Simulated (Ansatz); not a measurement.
The system is Sb.

```
Sb
1.0
    -1.57654    1.57654    2.71194
     1.57654   -1.57654    2.71194
     1.57654    1.57654   -2.71194
Sb
1
Direct
  0.00000 0.00000 0.00000
```

This isn't the form of Sb at room conditions, which is rhombohedral.

Base run:

* Program: Ansatz 0.2.0
* Functional: PBE
* Potentials or basis: all-electron LAPW, scalar-relativistic
* Cutoff: 185 eV (chosen from the basis error)
* Basis error allowed: 0.001 eV/atom
* k mesh: 12 × 12 × 12
* Occupations: gaussian, width 0.05 eV
* Spin: no spin polarisation

Its results: band gap on the k mesh none (metal or under the smearing width); pressure 1.8 GPa.

Question: The run is repeated on the same cell with these changes: functional from PBE to PBEsol. What comes out?

Answer: Band gap on the k mesh none (metal or under the smearing width); pressure -1.3 GPa.

PBEsol binds more tightly than PBE, so the same cell stands under less pressure.
